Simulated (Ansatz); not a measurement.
Input of an Ansatz 0.2.0 run:

input.yaml

```yaml
crystal:
  lattice:
    - [0.0, 2.82685, 2.82685]
    - [2.82685, 0.0, 2.82685]
    - [2.82685, 2.82685, 0.0]
  atoms:
    - { symbol: As, position: [0.75, 0.75, 0.75] }
    - { symbol: Ga, position: [0.0, 0.0, 0.0] }
hamiltonian:
  xc:
    exchange: hjs_pbesol
    correlation: pbesol
    exx: { coeff: 0.25, omega: 0.207 }
  pseudopotentials: { kind: paw }
kpoints:
  mp_grid: { grid: [4, 4, 4] }
scf:
  occupations: { method: fermi_dirac, width: 0.05 }
output:
  forces: true
  stress: true
relax:
  f_tol: 0.01
  max_steps: 40
  cell: { stress_tol: 0.05 }
```

Potentials or basis: Ansatz PAW.

Run with:

```console
$ ansatz run input.yaml --threads 2 --pin off --max-ram 5632MiB --backend cpu --events-out ev --progress --plain --runs-dir out
```

Estimate the space group after relaxing (to 0.05 Å).

F-43m (No. 216).

What does it give for the relaxed cell?

a = 3.985 Å, b = 3.985 Å, c = 3.985 Å, α = 60.00°, β = 60.00°, γ = 60.00°.

Estimate the relaxed volume.

22.38 Å³/atom.

Final structure:
```
As Ga
1.0
     0.00000    2.81799    2.81799
     2.81799    0.00000    2.81799
     2.81799    2.81799    0.00000
As Ga
1 1
Direct
  0.75000 0.75000 0.75000
  0.00000 0.00000 0.00000
```

Caveat: the k mesh is coarse (spacing up to 0.48 Å⁻¹), so the values aren't converged, least of all with exact exchange; the PAW data sets come from PBE, with cores solved anew for the run's functional, which leaves a small shift of forces and pressure.
